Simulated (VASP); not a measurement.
Write the native input for VASP 6.6.1 that does the following.

- Task: relaxation of cell and atoms
- Functional: PBEsol
- Potentials or basis: VASP PAW PBE potentials, release 64 (C)
- Cutoff: 600 eV
- k mesh: 4 × 4 × 4
- Occupations: gaussian, width 0.02 eV
- Spin: no spin polarisation
- Further INCAR settings: ALGO = Normal; EDIFF = 1e-06; IBRION = 2; EDIFFG = -0.01; NSW = 60; ISIF = 3

The structure of C lies in POSCAR:

```
C
1.0
    0.0000000000      1.7833700000      1.7833700000
    1.7833700000      0.0000000000      1.7833700000
    1.7833700000      1.7833700000      0.0000000000
C
2
Direct
    0.7500000000      0.7500000000      0.7500000000
    0.5000000000      0.5000000000      0.5000000000
```

This isn't the form of C at room conditions, which is graphite.

One way to write it, as run:

INCAR

```
ALGO     = Normal         # electronic algorithm
EDIFF    = 1E-6           # SCF threshold, eV
EDIFFG   = -0.01          # ionic threshold
ENCUT    = 600            # plane-wave cutoff, eV
GGA      = PS             # functional
IBRION   = 2              # ionic algorithm
ISIF     = 3              # what is computed and relaxed
ISMEAR   = 0              # smearing method
LASPH    = True           # aspherical terms in the spheres
LCHARG   = False          # write CHGCAR
LREAL    = False          # projectors in reciprocal space
LWAVE    = False          # write WAVECAR
NELM     = 80             # most SCF steps
NSW      = 60             # ionic steps
PREC     = Accurate       # precision mode
SIGMA    = 0.02           # smearing width, eV
```

KPOINTS

```
k-points
0
Gamma
  4 4 4
```

Potentials or basis: VASP PAW PBE potentials, release 64 (C).

The run is started by

```console
$ cat potpaw_PBE.64/C/POTCAR > POTCAR
$ mpirun -np 1 vasp_std > vasp.out
```

It gave:

| Item | Value |
| --- | --- |
| Relaxed volume | 5.63 Å³/atom |
| Relaxed cell | a = 2.516 Å, b = 2.516 Å, c = 2.516 Å, α = 60.00°, β = 60.00°, γ = 60.00° |
| Space group after relaxing (to 0.05 Å) | Fd-3m (No. 227) |
| Energy gained by relaxing | 0.4 meV/atom |
| Ionic steps | 3 |
| Pressure after relaxing | 0.0 GPa |
| Band gap on the k mesh | 4.35 eV, indirect (least direct gap 5.55 eV) |

Caveat: the k mesh is coarse (spacing up to 0.76 Å⁻¹), so the values aren't converged; the PAW data sets were made with another functional, which shifts forces and pressure a little.

Run time: 4.2 s on 1 thread of Intel(R) Xeon(R) Platinum 8488C (Sapphire Rapids), on a shared host, peak memory 0.11 GiB.
